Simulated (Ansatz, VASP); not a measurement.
## SiC (Moissanite 3C) in two plane-wave programs

Wanted: the spread between two codes on one cell, functional and k mesh.

Calculated with Ansatz 0.2.0; plane waves, with VASP 6.6.1 beside it; single point at LDA.

### 1. The starting structure

The structure is cubic, space group F-43m (No. 216). The conventional cell has a = 4.358 Å, b = 4.358 Å, c = 4.358 Å, α = 90.00°, β = 90.00°, γ = 90.00°. Nearest to Si lie 4 C at 1.89 Å. Nearest to C lie 4 Si at 1.89 Å. Farther neighbours are not listed.

### 2. VASP: single point, LDA

With cell and atoms fixed, the geometry can't cause a difference; cores, projectors, grids and the points listed under the comparison can.

Lines of VASP's logs that name or quote its potential files are left out, and so is its time.

INCAR

```
SYSTEM = SiC
PREC = Accurate
ENCUT = 440
EDIFF = 1E-08
NELM = 100
ISMEAR = 0
SIGMA = 0.01
LREAL = .FALSE.
ALGO = Normal
GGA = CA
NBANDS = 10
LORBIT = 11
LWAVE = .TRUE.
LCHARG = .FALSE.
KPAR = 8
```

POSCAR

```
SiC
1.0
    0.0000000000      2.1790000000      2.1790000000
    2.1790000000      0.0000000000      2.1790000000
    2.1790000000      2.1790000000      0.0000000000
Si C
1 1
Direct
    0.0000000000      0.0000000000      0.0000000000
    0.7500000000      0.7500000000      0.7500000000
```

KPOINTS

```
Automatic mesh
0
Gamma
10 10 10
0 0 0
```

PAW data sets: Si_GW and C_GW (LDA family, release 64).

Started as:

```console
$ mpirun -np 8 vasp_std
```

Numbers of over 12 decimals in the logs are rounded to 6 here.

What it wrote:

```text
[banner, memory and clock lines left out]
running    8 mpi-ranks, on    1 nodes
 distrk:  each k-point on    1 cores,    8 groups
 distr:  one band on    1 cores,    1 groups

 POSCAR found type information on POSCAR SiC
 POSCAR found :  2 types and       2 ions
|                                                                             |
|           W    W    AA    RRRRR   N    N  II  N    N   GGGG   !!!           |
|           W    W   A  A   R    R  NN   N  II  NN   N  G    G  !!!           |
|           W    W  A    A  R    R  N N  N  II  N N  N  G       !!!           |
|           W WW W  AAAAAA  RRRRR   N  N N  II  N  N N  G  GGG   !            |
|           WW  WW  A    A  R   R   N   NN  II  N   NN  G    G                |
|           W    W  A    A  R    R  N    N  II  N    N   GGGG   !!!           |
|                                                                             |
|     For optimal performance we recommend to set                             |
|       NCORE = 2 up to number-of-cores-per-socket                            |
|     NCORE specifies how many cores store one orbital (NPAR=cpu/NCORE).      |
|     This setting can greatly improve the performance of VASP for DFT.       |
|     The default, NCORE=1 might be grossly inefficient on modern             |
|     multi-core architectures or massively parallel machines. Do your        |
|     Unfortunately you need to use the default for GW and RPA                |
|     calculations (for HF NCORE is supported but not extensively tested      |
|     yet).                                                                   |
|                                                                             |

 LDA part: xc-table for (Slater(with rela. corr.)+CA(PZ))
 , standard interpolation
 POSCAR, INCAR and KPOINTS ok, starting setup
 FFT: planning ... GRIDC
 FFT: planning ... GRID_SOFT
 FFT: planning ... GRID
 WAVECAR not read
 entering main loop
       N       E                     dE             d eps       ncg     rms          rms(c)
DAV:   1     0.242037241275E+01    0.24204E+01   -0.43820E+03  1106   0.767E+02
DAV:   2    -0.181691556943E+02   -0.20590E+02   -0.19262E+02  1316   0.134E+02
DAV:   3    -0.186893837134E+02   -0.52023E+00   -0.51881E+00  1216   0.175E+01
DAV:   4    -0.186971942918E+02   -0.78106E-02   -0.78066E-02  1224   0.248E+00
DAV:   5    -0.186973832620E+02   -0.18897E-03   -0.18896E-03  1236   0.324E-01    0.717E+00
DAV:   6    -0.167417613751E+02    0.19556E+01   -0.75973E+00  1354   0.169E+01    0.208E+00
DAV:   7    -0.166613598314E+02    0.80402E-01   -0.28490E-01  1176   0.337E+00    0.113E+00
DAV:   8    -0.166384827609E+02    0.22877E-01   -0.31424E-02  1288   0.152E+00    0.918E-02
DAV:   9    -0.166383077309E+02    0.17503E-03   -0.15010E-03  1248   0.269E-01    0.391E-02
DAV:  10    -0.166383161219E+02   -0.83910E-05   -0.11626E-04  1346   0.757E-02    0.828E-03
DAV:  11    -0.166383155128E+02    0.60915E-06   -0.57026E-06  1254   0.188E-02    0.188E-03
DAV:  12    -0.166383154368E+02    0.76022E-07   -0.46820E-07  1290   0.446E-03    0.275E-04
DAV:  13    -0.166383154426E+02   -0.57826E-08   -0.51735E-09   766   0.875E-04
   1 F= -.16638315E+02 E0= -.16638315E+02  d E =-.338550E-56
 writing wavefunctions
```

OUTCAR, selected parts (step 2):

```text
ion  position               nearest neighbor table
   1  0.000  0.000  0.000-   2 1.89   2 1.89   2 1.89   2 1.89
   2  0.750  0.750  0.750-   1 1.89   1 1.89   1 1.89   1 1.89

  LATTYP: Found a face centered cubic cell.
 ALAT       =     4.3580000000

 Subroutine GETGRP returns: Found 24 space group operations
 (whereof 24 operations were pure point group operations)

The static configuration has the point symmetry T_d .

 Found     47 irreducible k-points:

   k-points           NKPTS =     47   k-points in BZ     NKDIM =     47   number of bands    NBANDS=     10

   dimension x,y,z NGX =    24 NGY =   24 NGZ =   24
   dimension x,y,z NGXF=    48 NGYF=   48 NGZF=   48

   ENCUT  =  440.0 eV  32.34 Ry    5.69 a.u.   5.27  5.27  5.27*2*pi/ulx,y,z

   NELECT =       8.0000    total number of electrons

 k-points in reciprocal lattice and weights: Automatic mesh
   0.00000000  0.00000000  0.00000000       0.001
   0.10000000  0.00000000  0.00000000       0.008
   0.20000000  0.00000000  0.00000000       0.008
   0.30000000  0.00000000  0.00000000       0.008
   0.40000000  0.00000000  0.00000000       0.008
   0.50000000  0.00000000  0.00000000       0.004
   0.10000000  0.10000000  0.00000000       0.006
   0.20000000  0.10000000  0.00000000       0.024
   0.30000000  0.10000000  0.00000000       0.024
[...]
-0.30000000  0.40000000  0.20000000       0.024
  -0.30000000  0.50000000  0.20000000       0.012

 average (electrostatic) potential at core
       1 -65.7576       2 -49.3821

 E-fermi :   7.8511

 k-point     1 :       0.0000    0.0000    0.0000
  band No.  band energies     occupation
      1      -7.5828      2.00000
      2       7.7420      2.00000
      3       7.7420      2.00000
      4       7.7420      2.00000
      5      14.0265      0.00000
      6      14.9293      0.00000
      7      14.9293      0.00000
      8      14.9293      0.00000
      9      22.1915      0.00000
    ...

 k-point     2 :       0.1000    0.0000    0.0000
  band No.  band energies     occupation
      1      -7.3869      2.00000
      2       6.7400      2.00000
      3       7.6056      2.00000
      4       7.6056      2.00000
      5      14.2349      0.00000
      6      15.1716      0.00000
      7      15.1716      0.00000
      8      15.2312      0.00000
      9      21.2336      0.00000
    ...

 k-point     3 :       0.2000    0.0000    0.0000
  band No.  band energies     occupation
      1      -6.8071      2.00000
      2       4.6276      2.00000
      3       7.2965      2.00000
      4       7.2965      2.00000
      5      13.8965      0.00000
      6      15.5320      0.00000
      7      15.5320      0.00000
      8      16.4363      0.00000
      9      20.5616      0.00000
    ...

  Total       -0.6844517     -0.6844517     -0.6844517      0.0000000      0.0000000      0.0000000
  in kB      -52.9970539    -52.9970539    -52.9970539      0.0000000      0.0000000      0.0000000
  external PRESSURE =     -52.9970539 kB  Pullay stress =       0.0000000 kB

  energy-cutoff  :      440.00
  volume of cell :       20.69
      direct lattice vectors                 reciprocal lattice vectors
     0.000000000  2.179000000  2.179000000    -0.229463056  0.229463056  0.229463056
     2.179000000  0.000000000  2.179000000     0.229463056 -0.229463056  0.229463056
     2.179000000  2.179000000  0.000000000     0.229463056  0.229463056 -0.229463056

 POSITION                                       TOTAL-FORCE (eV/Angst)
 -----------------------------------------------------------------------------------
      0.00000      0.00000      0.00000        -0.000000     -0.000000     -0.000000
      3.26850      3.26850      3.26850         0.000000      0.000000      0.000000
 -----------------------------------------------------------------------------------
    total drift:                                0.000000      0.000000     -0.000000

  FREE ENERGIE OF THE ION-ELECTRON SYSTEM (eV)
  ---------------------------------------------------
  free  energy   TOTEN  =       -16.6383154426 eV

  energy  without entropy=      -16.6383154426  energy(sigma->0) =      -16.63831544

 total charge
# of ion       s       p       d       tot
------------------------------------------
    1        0.693   0.957   0.208   1.858
    2        0.804   1.681   0.000   2.485
--------------------------------------------------
tot          1.497   2.638   0.208   4.343

[... 3 further parts left out ...]
```

The run ends at a pressure of -5.30 GPa.

### 3. Ansatz: single point, LDA

Ansatz runs on its default PAW (the set named soft_2) files.

The same cell, functional (in two slightly different forms), mesh and smearing now go to Ansatz, which takes its cutoff from its data sets.

input.yaml

```yaml
crystal:
  lattice:
    - [0.0, 2.179, 2.179]
    - [2.179, 0.0, 2.179]
    - [2.179, 2.179, 0.0]
  atoms:
    - { symbol: Si, position: [0.0, 0.0, 0.0] }
    - { symbol: C, position: [0.75, 0.75, 0.75] }
hamiltonian:
  xc: lda
  pseudopotentials: { kind: paw }
kpoints:
  mp_grid: { grid: [10, 10, 10] }
scf:
  occupations: { method: gaussian, width: 0.01 }
  n_extra_bands: 4
output:
  forces: true
  stress: true
  eigenvalues: true
```

Started as:

```console
$ ansatz run input.yaml --threads 2 --pin off --max-ram 4608MiB --backend cpu --events-out ev --progress --plain --runs-dir out
```

What it wrote:

```text
scf.n_extra_bands = 4 over 4 filled bands (N_el = 8.0): the run solves 8 bands
Engine: ansatz 0.2.0, aarch64-unknown-linux-gnu
Pseudopotentials: kind: paw
Pseudopotential: Si, paw, valence charge 4, recommended cutoff 420 eV (normal), Si.paw.azcp
Pseudopotential: C, paw, valence charge 4, recommended cutoff 420 eV (normal), C.paw.azcp
Functional definition: SPW92
  exchange = slater_x
  correlation = pw_c
Crystal: 2 atoms, lattice volume = 20.692 Å³
Basis set: ecut = 420 eV, 411 PW (Γ)
Bands: 8, of which v1, the nominal top of the filled ones, is band 4 counted from 1 (3 counted from 0)
Symmetry: 24 space group operations
Space group: F-43m (ITA 216), of the structure as read, at distance tolerance 2.7e-5 Å
k-points: 47 of 1000 (time reversal used)
Non-local potential: Si, projectors of the file, l = 0: 2, l = 1: 2, l = 2: 2
Non-local potential: C, projectors of the file, l = 0: 2, l = 1: 2, l = 2: 1
PAW form: soft (Blöchl's): semilocal exchange-correlation on the pseudo side does not see the compensation charge
PAW frozen core: Si, regenerated for the run's functional, and the local potential with it (the file was generated under x = pbe(κ = 0.804, μ = 0.219515), c = pbe(β = 0.066725))
PAW frozen core: C, regenerated for the run's functional, and the local potential with it (the file was generated under x = pbe(κ = 0.804, μ = 0.219515), c = pbe(β = 0.066725))
PAW one-centre angular grid: Si, 110 points (default); XC on 64 Gauss nodes
PAW one-centre angular grid: C, 110 points (default); XC on 64 Gauss nodes
Initial density: superposition of atomic densities (neutral atoms: chi_scale 0, normalization atom), corrected by the library's trained network
Initial wavefunctions: pseudopotential atomic-orbital guess
Functional: x = slater, c = lda
SCF iter   1: F=—  HF=-852.198600 eV  |F-HF|=—  |Δ(HF+E_count)|=         —  Δρ=7.66e-3  dr2=1.26e-2  ethr=1.77e-3  ⟨swp⟩=6.1  Hψ=3198  notcnv=0
preconditioner: auto → none  [insulator: Δε(μ)=1.242 eV  Ē_g=13.884 eV  σ=0.010 eV  W_gap=1.00  n_scr=0 (ndim 8)  ℏωp=23.1 eV  f_vac=0.000  D(μ)=0.00/eV (n_scr^D=0)  ε∞_Penn≈3.8]
SCF iter   2: F=—  HF=-852.195217 eV  |F-HF|=—  |Δ(HF+E_count)|=   3.38e-3  Δρ=3.54e-3  dr2=1.29e-3  ethr=1.58e-4  ⟨swp⟩=2.3  Hψ=974  notcnv=0
SCF iter   3: F=—  HF=-852.194871 eV  |F-HF|=—  |Δ(HF+E_count)|=   3.46e-4  Δρ=1.47e-3  dr2=1.78e-4  ethr=1.61e-5  ⟨swp⟩=2.4  Hψ=706  notcnv=0
SCF iter   4: F=—  HF=-852.194828 eV  |F-HF|=—  |Δ(HF+E_count)|=   4.34e-5  Δρ=2.43e-4  dr2=5.30e-6  ethr=2.22e-6  ⟨swp⟩=1.0  Hψ=376  notcnv=0
SCF iter   5: F=—  HF=-852.194827 eV  |F-HF|=—  |Δ(HF+E_count)|=   1.71e-7  Δρ=1.16e-5  dr2=1.16e-8  ethr=6.63e-8  ⟨swp⟩=1.7  Hψ=485  notcnv=0
SCF iter   6: F=-852.194827 eV  HF=-852.194827 eV  |F-HF|=7.37e-11  |Δ(HF+E_count)|=   5.48e-9  Δρ=1.63e-6  dr2=1.99e-10  ethr=1.45e-10  ⟨swp⟩=1.9  Hψ=1213  notcnv=0
SCF 1 converged in 6 iterations: F = -852.194827 eV  dr2 = 1.99e-10
  greatest PAW one-centre occupation: 0.637 electrons in one spin orbital (limit 2), on the C atom at site 1 (counted from 0), in its partial waves of l = 0
SCF converged after 6 iterations
Free energy (F): -852.194827 eV
Harris-Foulkes:  -852.194827 eV  (|F-HF|=7.37e-11)
Internal energy: -852.194827 eV  (E = F + TS)
E sigma→0 (E₀):  -852.194827 eV
Fermi energy:    9.902578 eV
--- Per-component energies (eV) ---
  E_band       = 27.043657
  E_kinetic    = 135.699896
  E_local      = -106.257693  (includes V_loc(G=0)·N_el)
  E_nonlocal   = 53.909608
  E_hartree    = 31.770559
  E_xc         = -104.702948
  E_vxc        = -109.364307  (∫ρ·V_xc dr)
  E_paw        = -577.977644  (= ΣΔE_a)
  E_vpaw       = -10.484903  (= ΣTr[D̂ρ^β])
  E_aug_tail   = 0.000012  (compensation charges beyond the density's cutoff)
  E_ewald      = -284.783780
  E_core_change = 0.147163  (= ΣΔE_core)
  E_smearing   = -0.000000  (= −TS)
  E_closure    = 0.000000  (closes the sum)
  Σ components = -852.194827   (vs F -852.194827, Δ=0.00e0)
--- Forces (eV/Å), atoms counted from 1 ---
  atom   1  Si    -0.00000000     0.00000000    -0.00000000
  atom   2  C      0.00000000    -0.00000000     0.00000000
  max |Σ_I F_I| component: 7.40e-17 eV/Å
--- Stress (GPa, compression-positive) ---
       -4.424046       0.000000      -0.000000
       -0.000000      -4.424046       0.000000
       -0.000000       0.000000      -4.424046
  P = ⅓ Tr σ = -4.4240 GPa (-44.240 kbar)
--- Band table (eV; the first three rows and the last of 47) ---
  k-point 0: bands = ["-6.0747", "9.2440", "9.2440", "9.2440", "15.5111", "16.4432", "16.4432", "16.4432"]
  k-point 1: bands = ["-5.8787", "8.2459", "9.1096", "9.1096", "15.7288", "16.6851", "16.6851", "16.7355"]
  k-point 2: bands = ["-5.2987", "6.1356", "8.8015", "8.8015", "15.3977", "17.0450", "17.0450", "17.9332"]
  k-point 46: bands = ["-0.7549", "2.0945", "4.4221", "4.6509", "13.8663", "17.1709", "19.1833", "20.2908"]
```

Wall time 1 s (2 threads of Arm Neoverse V2, shared host); peak memory 0.26 GiB.

The column dr2 measures how far the density is from self-consistency, as an energy; F and HF (Harris–Foulkes) agree once it is small.

The run ends at a pressure of -4.42 GPa.

### 4. Differences

Known differences besides the potentials themselves: the two LDA forms differ slightly; the cutoff is 420 eV in Ansatz and 440 eV in VASP; VASP's log shows a relativistic correction to its local exchange, Ansatz's none. Total energies have different zeros and are not compared.

The two programs side by side:

```csv
quantity,Ansatz,VASP,difference
gap on the k mesh (eV),1.317,1.303,+0.014
```

Not compared: the pressure (VASP's GW data sets at this cutoff don't carry it). A gap on the mesh is an upper bound, since the band edges may lie between its points.

### 5. Summary of results

| Quantity | Value |
| --- | --- |
| difference in gap on the k mesh (single point, LDA) | 0.014 eV |

**Reading.** The difference in gap on the k mesh is 0.014 eV (single point, LDA), within the 0.08 eV picked in this series as the mark of a large difference. Such differences can come from data sets, numerical settings and the points named under the comparisons, not from the functional's error against experiment.

[Lines on the potential files, build, host, timing and source positions are cut from VASP's logs without a mark.]

[Logs are printed without paths, hosts, clocks, repeated set-up lines and the standing remarks that a program may print on its own settings, such as how far it seeks lower states.]

[Hosts, paths, dates, database ids (printed as entryN), source tags and the programs' standing remarks are cut or masked in the printed files.]
